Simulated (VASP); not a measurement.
Write the native input for VASP 6.6.1 that does the following.

* Task: single point
* Functional: PBE
* Potentials or basis: VASP PAW PBE potentials, release 64 (Mn_pv, S)
* Cutoff: 520 eV
* k mesh: 9 × 9 × 9
* Occupations: gaussian, width 0.05 eV
* Spin: collinear spin, ferromagnetic start
* Starting moments: [4.0, 0.0] μB
* Further INCAR settings: ALGO = Normal; EDIFF = 1e-06

The structure of MnS lies in POSCAR:

```
MnS
3.6833
    0.000000000000      0.707110471588      0.707110471588
    0.707110471588      0.000000000000      0.707110471588
    0.707110471588      0.707110471588      0.000000000000
Mn S
1 1
Direct
    0.0000000000      0.0000000000      0.0000000000
    0.5000000000      0.5000000000      0.5000000000
```

The input as run:

INCAR

```
SYSTEM = MnS
  PREC = Accurate
  ENCUT = 520
  EDIFF = 1E-6
  ISMEAR = 0
  SIGMA = 0.05
  LREAL = .FALSE.
  LASPH = .TRUE.
  NELM = 100
  ALGO = Normal
  ISIF = 2
  LWAVE = .FALSE.
  LCHARG = .TRUE.
  ISPIN = 2
  MAGMOM = 4 0
  LORBIT = 11
  LMAXMIX = 4
  GGA = PE
  LELF = .TRUE.
  LVHAR = .TRUE.
```

KPOINTS

```
regular mesh
0
G
  9 9 9
  0 0 0
```

Potentials or basis: VASP PAW PBE potentials, release 64 (Mn_pv, S).

Launch:

```sh
$ cat potpaw_PBE.64/Mn_pv/POTCAR potpaw_PBE.64/S/POTCAR > POTCAR
$ mpirun -np 1 vasp_std > vasp.out
```

Results of the run:

| Property | Result |
| --- | --- |
| Pressure | -2.9 GPa |
| Band gap on the k mesh | none (metal or under the smearing width) |
| Net moment | 4.72 μB per cell |
| Site moments | Mn +4.26; S +0.11 μB |
| Valence electrons inside the program's atomic spheres | Mn 11.30; S 3.73 |

Caveat: a cell with one magnetic atom can't hold antiferromagnetic order, which such compounds often take; semilocal functionals often make such compounds metallic where correlation or magnetic order opens a gap, which also shifts bond lengths.

It took 34 s on 1 thread of Intel(R) Xeon(R) Platinum 8488C (Sapphire Rapids), on a shared host, peak memory 0.18 GiB.
